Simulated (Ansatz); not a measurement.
# Si (bcc type): the cost of one run

Method: DFT PBEsol, with the methods named in each step, in Ansatz 0.2.0.

This is Si in the bcc structure; at room conditions it is diamond.

### 1 The system as given

The structure is cubic, space group Im-3m (No. 229). Conventional cell: a = 3.056 Å, b = 3.056 Å, c = 3.056 Å, α = 90.00°, β = 90.00°, γ = 90.00°. Si (site symmetry m-3m) is surrounded by 8 Si at 2.65 Å.

Structure file:

```
Si
1.0
    -1.52824    1.52824    1.52824
     1.52824   -1.52824    1.52824
     1.52824    1.52824   -1.52824
Si
1
Cartesian
  0.0000 0.0000 0.0000
```

Whether this phase is the stable one at these pressures isn't tested.

### 2 The reference volume, LAPW

Input file input.yaml:

```yaml
crystal:
  lattice:
    - [-1.528244248, 1.528244248, 1.528244248]
    - [1.528244248, -1.528244248, 1.528244248]
    - [1.528244248, 1.528244248, -1.528244248]
  atoms:
    - { symbol: Si, position: [0.0, 0.0, 0.0] }
kpoints:
  mp_grid: { grid: [19, 19, 19] }
  band_path:
    path:
      - [0.0, 0.0, 0.0]
      - [0.5, -0.5, 0.5]
      - [0.0, 0.0, 0.5]
      - [0.0, 0.0, 0.0]
      - [0.25, 0.25, 0.25]
      - [0.5, -0.5, 0.5]
      - [0.25, 0.25, 0.25]
      - [0.0, 0.0, 0.5]
    npoints: 14
scf:
  occupations: { method: fermi_dirac, width: 0.1 }
hamiltonian:
  xc: pbesol
  pseudopotentials: { kind: all_electron, lapw: { basis_error: 0.001 } }
output:
  forces: true
  stress: true
  eigenvalues: true
  populations: true
  dos: { projected: true, de: 0.2, e_range: [-14, 8] }
```

On the command line:

```console
> ansatz run input.yaml --threads 1 --pin off --max-ram 2048MiB --backend cpu --events-out ev --progress --plain --runs-dir out
```

Q: Estimate wall time and peak memory on 1 thread of Arm Neoverse V1, shared host.

About 7.3 s, with a peak of 0.24 GiB.
